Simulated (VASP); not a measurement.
**RbBr in VASP 6.6.1, single-point calculation**

INCAR

```
NELM = 61
EDIFF = 1E-7
SIGMA = 0.02
IMIX = 1
LREAL = .FALSE.
PREC = Accurate
NSW = 0
ISIF = 2
LCHARG = .FALSE.
ISMEAR = -1
LWAVE = .FALSE.
BMIX = 0.0001
LASPH = .TRUE.
ENCUT = 520
GGA = PE
NBANDS = 15
IBRION = -1
AMIX = 1.5
```

KPOINTS

```
KPOINTS created by Atomic Simulation Environment
0
Gamma
6 6 6
0 0 0
```

POSCAR

```
Rb Br
 1.0000000000000000
     0.0128983229000000    3.8823951874999998    3.8823951874999998
     3.8823951874999998    0.0128983229000000    3.8823951874999998
     3.8823951874999998    3.8823951874999998    0.0128983229000000
 Rb  Br
   1   1
Cartesian
  0.0012502769641612  0.0012502769641612  0.0012502769641612
  1.9431718975108381  1.9431718975108381  1.9431718975108381
```

The recommended PBE PAW datasets give the neutral cell 16 valence electrons.

Command

```
mpirun -np 1 vasp_std
```

OSZICAR

```
N       E                     dE             d eps       ncg     rms          rms(c)
DAV:   1     0.938285759116E+02    0.93829E+02   -0.59958E+03   960   0.858E+02
DAV:   2     0.272776554021E+01   -0.91101E+02   -0.82886E+02  1306   0.158E+02
DAV:   3    -0.602460168518E+01   -0.87524E+01   -0.87063E+01  1317   0.514E+01
DAV:   4    -0.632401119810E+01   -0.29941E+00   -0.29933E+00  1469   0.883E+00
DAV:   5    -0.632612223890E+01   -0.21110E-02   -0.21110E-02  1289   0.794E-01    0.284E+00
DAV:   6    -0.802343941341E+01   -0.16973E+01   -0.14051E+01  1205   0.141E+01    0.638E+00
DAV:   7    -0.170977633769E+02   -0.90743E+01   -0.70762E+01  1366   0.404E+01    0.173E+01
DAV:   8    -0.481315308800E+02   -0.31034E+02   -0.28505E+02  1295   0.114E+02    0.334E+01
DAV:   9    -0.353748078340E+03   -0.30562E+03   -0.29522E+03  1843   0.137E+02    0.124E+02
DAV:  10    -0.260216410095E+04   -0.22484E+04   -0.28329E+04  1577   0.555E+02    0.301E+02
...
DAV:  53    -0.524241976486E+04    0.18946E+03   -0.39173E+04  1920   0.601E+02    0.110E+03
DAV:  54    -0.540277653237E+04   -0.16036E+03   -0.44218E+04  1920   0.507E+02    0.109E+03
DAV:  55    -0.524043390194E+04    0.16234E+03   -0.39079E+04  1920   0.601E+02    0.107E+03
DAV:  56    -0.541163239966E+04   -0.17120E+03   -0.44423E+04  1920   0.507E+02    0.107E+03
DAV:  57    -0.523705532254E+04    0.17458E+03   -0.39093E+04  1920   0.601E+02    0.107E+03
DAV:  58    -0.539897029887E+04   -0.16191E+03   -0.44225E+04  1920   0.506E+02    0.107E+03
DAV:  59    -0.523492867812E+04    0.16404E+03   -0.39229E+04  1920   0.599E+02    0.109E+03
DAV:  60    -0.540795057423E+04   -0.17302E+03   -0.44324E+04  1920   0.508E+02    0.110E+03
DAV:  61    -0.523613386662E+04    0.17182E+03   -0.39085E+04  1920   0.600E+02
   1 F= -.52361339E+04 E0= -.52361335E+04  d E =-.770472E-03
```

Standard output (part)

```
POSCAR found type information on POSCAR RbBr
 POSCAR found :  2 types and       2 ions
 LDA part: xc-table for (Slater+PW92), standard interpolation
 POSCAR, INCAR and KPOINTS ok, starting setup
 WAVECAR not read
 entering main loop
|     The electronic self-consistency was not achieved in the given           |
|     number of steps (NELM). The forces and other quantities evaluated       |
|     might not be reliable so examine the results carefully. If you find     |
|     spurious results, we suggest increasing NELM, if you were close to      |
|     convergence or switching to a different ALGO or adjusting the           |
|     density mixing parameters otherwise.                                    |
```

It didn't converge.

**Question.** Why shouldn't this run be trusted?

**Answer.** Mixing far too strong. It didn't converge.
